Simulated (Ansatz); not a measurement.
**BN (F-43m), two-dimensional strain map**

Computed with DFT r2SCAN, scalar-relativistic, plane waves, PAW (Ansatz 0.2.0). Settings: plane waves to 500 eV, k-mesh 12×12×12 (Γ-centred), Gaussian smearing 0.05 eV. No spin polarisation. Energies are free energies at this smearing, counted from the undisturbed cell; pressure is positive in compression.

Reference structure (as given, not relaxed at this level; it stands at -5.2 GPa):

```
B N
1.0
     0.00000    1.81300    1.81300
     1.81300    0.00000    1.81300
     1.81300    1.81300    0.00000
B N
1 1
Direct
  0.00000 0.00000 0.00000
  0.75000 0.75000 0.75000
```

The cell is strained by p along both x and y and by q along z, fractional coordinates fixed. Points are written (p, q).

Energy above the undisturbed cell in meV/atom (a dash: not computed):

| p \ q | -0.080 | -0.040 | 0.000 | 0.040 | 0.080 |
| --- | --- | --- | --- | --- | --- |
| -0.080 | 456.0 | 314.2 | ? | 231.4 | 278.0 |
| -0.040 | 191.5 | – | – | – | – |
| 0.000 | ? | – | 0.0 | – | ? |
| 0.080 | 222.5 | – | 225.9 | – | 372.8 |

Fill in the withheld energies.

(-0.080, 0.000): 241.5; (0.000, -0.080): 85.6; (0.000, 0.080): 104.9.